**Question: can the other hybrids tell me the r2SCAN gaps of InAs?**

I have band structures of InAs from several hybrid functionals, all for the same crystal cell. Before looking at r2SCAN0 and r2SCAN50, which contain 25 % and 50 % exact exchange, I'd like to know what to expect from the other rows. The HF row puzzles me too: why does its gap on path differ from its direct gap, when the two agree in the other rows I have looked at?

VASP 6.6.1, Hartree–Fock (HF) and hybrid DFT with the recommended PAW PBE potentials (In_d, As) for zinc-blende InAs, without spin polarisation, spin-orbit coupling or a dispersion correction. The runs use a 520 eV plane-wave cutoff, a 4×4×4 k mesh, Fermi-Dirac smearing of 0.05 eV and PRECFOCK = Fast. Gaps are taken along a path of special k points.

```tsv
functional	gap on path (eV)	direct gap on path (eV)
HF	5.224	6.366
HSE03	0.454	0.454
HSEsol	0.515	0.515
PBE0	1.265	1.265
PBEsol0	1.165	1.165
r2SCAN0	?	?
r2SCAN50	?	?
```

**Answer**

Start with what exact exchange does. In a semilocal functional such as PBE, an electron partly repels itself, which pushes the filled levels too high. Exact exchange removes this self-repulsion and pulls the filled levels down. The empty levels feel less attraction from exact exchange than from the semilocal kind it replaces, so they move up. The gap therefore opens as the share of exact exchange grows.

The range of the exchange matters as well. PBE0 and HSE03 have the same PBE parent and the same 25 % share, but HSE03 cuts off the long-range part, and its gap is 0.81 eV smaller. Both r2SCAN hybrids keep the full range, so they belong with PBE0 and HF, not with the HSE functionals.

HF would be the natural upper anchor, but its gap on path can't be taken at face value. This column gives the smallest distance between any filled and any empty level along the path; the direct gap compares levels at the same wave vector. On the regular mesh of the same calculation, HF has a direct gap of 6.454 eV at Γ, the centre of the Brillouin zone. The gap on path is 1.23 eV smaller, and even the direct gap on path, listed in the table, is 0.09 eV smaller.

Theory offers a reason. The exchange between two electron waves grows without limit as their wave vectors approach each other, and the program replaces the infinite term by a finite correction made for the mesh points. Between those points the correction doesn't fit, and filled levels can come out too high. Cutting off the Coulomb interaction at a finite distance avoids this, but the HF and r2SCAN50 paths were run without such a cutoff.

For the forecast I draw a straight line from PBE0 to the mesh gap of HF. Its slope is $(6.454-1.265)/0.75=6.919$ eV for a full unit of exact exchange. The r2SCAN parent usually gives wider gaps than PBE, by roughly 0.3 eV as I recall, and this counts only for the share of semilocal exchange that remains. For r2SCAN50 the direct gap becomes

$$1.265+0.25\times 6.919+0.5\times 0.3\approx 3.14\ \text{eV}.$$

The path error should scale with the share of exact exchange, so r2SCAN50 should show about half the HF drop. This is more likely too much than too little: the valence band also bends downwards away from Γ, which hides part of the error, and that bending doesn't halve with the exchange. My forecasts, with error bars set by judgement, are:

- r2SCAN0: 1.49 ± 0.25 eV for both gaps, above PBE0.
- r2SCAN50: 3.14 ± 0.4 eV for the direct gap and 2.53 ± 0.5 eV for the gap on path, which will falsely look indirect.

Here are the computed values.

The withheld rows as computed:

```tsv
functional	gap on path (eV)	direct gap on path (eV)
r2SCAN0	1.518	1.518
r2SCAN50	2.374	2.911
```

All the values fall within their ranges, but they don't support every part of the model equally. For r2SCAN0 the forecast is only 0.03 eV too low. The gap lies 0.25 eV above that of PBE0 at the same share and range of exchange, so the change of parent functional has about the expected effect.

The direct gap of r2SCAN50 was forecast 0.23 eV too high. Between the two r2SCAN hybrids, the gap rises by 0.56 eV for each additional 10 % of exact exchange, against 0.66 eV in my forecast. The forecast thus rises too steeply here. One possible reason is the upper end of the line, since HF lacks correlation altogether and isn't simply PBE0 with more exchange. Another is the Coulomb cutoff, which was used for PBE0 and r2SCAN0 but not for HF and r2SCAN50. On a coarse mesh this can shift even the gap at Γ, and the shift needn't be the same in my line as between the two r2SCAN hybrids. The path itself isn't to blame, because the regular mesh of r2SCAN50 gives the same direct gap. My rough shift for the r2SCAN parent may also be too large at 50 % exact exchange, but without it the forecast would still be 0.08 eV too high. These rows can't tell how much each reason contributes.

The gap on path of r2SCAN50 does fall below its direct gap, by 0.54 eV where I had forecast 0.62 eV. It was still forecast 0.16 eV too high, because the overestimated drop offset only part of the error in the direct gap. r2SCAN0, run with the cutoff, shows no drop at all. The regular mesh of r2SCAN50 shows none either: its smallest gap is the direct one at Γ. The drop thus appears only at path points off the mesh, as the theory above suggests, and it is no evidence that InAs has an indirect gap.

For the true gap of InAs, neither r2SCAN hybrid is a good source. The measured gap is roughly 0.4 eV, and the spin-orbit coupling left out here would lower the computed values by only about 0.1 eV. In a real semiconductor the other electrons weaken long-range exchange, which is why the screened HSE functionals come much closer. HSEsol lies 0.06 eV above HSE03, although its PBEsol parent should lower the gap, judging by PBEsol0 and PBE0. The longer reach of its exact exchange can outweigh this: its screening parameter is 0.2 Å⁻¹, against 0.3 Å⁻¹ in HSE03.

The printed analysis below lists each forecast beside its computed value.

The analysis program printed:

```
PBE0 less HSE03, gap (eV): 0.811
PBEsol0 less HSEsol, gap (eV): 0.65
PBE0 less PBEsol0, gap (eV): 0.1
HSEsol less HSE03, gap (eV): 0.061
HF mesh gap less HF gap on path (eV): 1.23
rise of gap per 10 percent exact exchange, PBE0 to HF line (eV): 0.6919
line continued to zero exact exchange (eV): -0.4648
r2SCAN0 forecast of direct gap and of gap on path, judged error 0.25 (eV): 1.49
r2SCAN0 computed direct gap (eV): 1.518
r2SCAN0 direct gap, forecast less computed (eV): -0.028
r2SCAN0 computed gap on path (eV): 1.518
r2SCAN0 gap on path, forecast less computed (eV): -0.028
r2SCAN50 forecast of direct gap, judged error 0.4 (eV): 3.145
r2SCAN50 computed direct gap (eV): 2.911
r2SCAN50 direct gap, forecast less computed (eV): 0.2338
r2SCAN50 direct gap from the line without r2SCAN shift (eV): 2.995
r2SCAN50 direct gap, line without shift less computed (eV): 0.08377
r2SCAN50 forecast drop of the path gap (eV): 0.6151
r2SCAN50 forecast of gap on path, judged error 0.5 (eV): 2.53
r2SCAN50 computed gap on path (eV): 2.374
r2SCAN50 gap on path, forecast less computed (eV): 0.1556
r2SCAN50 direct gap less gap on path, computed (eV): 0.537
r2SCAN0 less PBE0, computed direct gap (eV): 0.253
rise per 10 percent exact exchange, r2SCAN0 to r2SCAN50, computed direct gap (eV): 0.5572
```
